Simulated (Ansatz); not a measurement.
# LiNbO3: the cost of one run

Method: DFT r2SCAN, scalar-relativistic, plane waves, PAW, in Ansatz 0.2.0.

### 1 The structure to begin with

It takes space group R3c (No. 161, trigonal). The conventional cell has a = 5.151 Å, b = 5.151 Å, c = 13.865 Å, α = 90.00°, β = 90.00°, γ = 120.00°. Li (site symmetry 3) has 6 O at 2.07 to 2.24 Å as nearest neighbours. Nb (site symmetry 3) is surrounded by 6 O at 1.88 to 2.12 Å. Around O (site symmetry 1) lie 2 Nb at 1.88 to 2.12 Å and 2 Li at 2.07 to 2.24 Å.

Coordinates:

```cif
data_structure
_symmetry_space_group_name_H-M 'P 1'
_symmetry_Int_Tables_number 1
_cell_length_a 5.4960
_cell_length_b 5.4960
_cell_length_c 5.4960
_cell_angle_alpha 55.892
_cell_angle_beta 55.892
_cell_angle_gamma 55.892
_cell_volume 106.21
loop_
_atom_site_label
_atom_site_type_symbol
_atom_site_fract_x
_atom_site_fract_y
_atom_site_fract_z
_atom_site_occupancy
Li1 Li 0.30210 0.30210 0.30210 1
Li2 Li 0.80210 0.80210 0.80210 1
Nb1 Nb 0.01920 0.01920 0.01920 1
Nb2 Nb 0.51920 0.51920 0.51920 1
O1 O 0.13110 0.37830 0.74050 1
O2 O 0.74050 0.13110 0.37830 1
O3 O 0.37830 0.74050 0.13110 1
O4 O 0.24050 0.87830 0.63110 1
O5 O 0.87830 0.63110 0.24050 1
O6 O 0.63110 0.24050 0.87830 1
```

The structure rests on an entry of the Crystallography Open Database; cell or positions may have been set otherwise for this series.

### 2 Relaxing cell and atoms: LiNbO3, no spin

Input file input.yaml:

```yaml
crystal:
  lattice:
    - [2.5756485575, 1.487051388, 4.6218]
    - [-2.5756485575, 1.487051388, 4.6218]
    - [0.0, -2.974102776, 4.6218]
  atoms:
    - { symbol: Li, position: [0.3021, 0.3021, 0.3021] }
    - { symbol: Li, position: [0.8021, 0.8021, 0.8021] }
    - { symbol: Nb, position: [0.0192, 0.0192, 0.0192] }
    - { symbol: Nb, position: [0.5192, 0.5192, 0.5192] }
    - { symbol: O, position: [0.1311, 0.3783, 0.7405] }
    - { symbol: O, position: [0.7405, 0.1311, 0.3783] }
    - { symbol: O, position: [0.3783, 0.7405, 0.1311] }
    - { symbol: O, position: [0.2405, 0.8783, 0.6311] }
    - { symbol: O, position: [0.8783, 0.6311, 0.2405] }
    - { symbol: O, position: [0.6311, 0.2405, 0.8783] }
scf:
  occupations: { method: fixed }
output:
  forces: true
  stress: true
  eigenvalues: true
hamiltonian:
  xc: r2scan
kpoints:
  mp_grid: { grid: [4, 4, 4] }
relax:
  f_tol: 0.002
  cell: { stress_tol: 0.02 }
```

Launch:

```sh
ansatz run input.yaml --threads 8 --pin off --max-ram 16384MiB --backend cpu --events-out ev --progress --plain --runs-dir out
```

What time and memory should one allow on 8 threads of Intel Xeon 6975P-C (Granite Rapids), shared host?

About 9 s, with a peak of 0.88 GiB.
